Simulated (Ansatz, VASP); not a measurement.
**Two plane-wave programs on Sn3Te**

```xyz
4
Lattice="4.6756 0.0000 0.0000 0.0000 4.6756 0.0000 0.0000 0.0000 4.6756" Properties=species:S:1:pos:R:3 pbc="T T T"
Sn    2.3378    2.3378    0.0000
Sn    2.3378    0.0000    2.3378
Sn    0.0000    2.3378    2.3378
Te    0.0000    0.0000    0.0000
```

Alike in both runs: task single point; functional r2SCAN; k mesh 10 × 10 × 10; occupations gaussian, width 0.1 eV; no spin polarisation.

|  | VASP | Ansatz |
| --- | --- | --- |
| version | VASP 6.6.1 | Ansatz 0.2.0 |
| potentials or method | VASP PAW PBE potentials, release 64 (Sn_d, Te) | scalar-relativistic, plane waves, PAW |
| plane-wave cutoff (eV) | 520 | 500 |
| valence electrons in the cell | 48 | 58 |

|  | VASP | Ansatz | Ansatz less VASP |
| --- | --- | --- | --- |
| gap on the k mesh at the Fermi level (eV) | none | none | - |
| pressure (GPa) | 6.5 | 6.4 | -0.03 |

A gap of «none» marks a metal or a gap that the smearing closes. The two sets of potentials don't hold the same shells in valence.

Caveats: the PAW data sets were made with another functional, which shifts forces and pressure a little (VASP). Spin-orbit coupling is left out, which matters for the levels of Te.
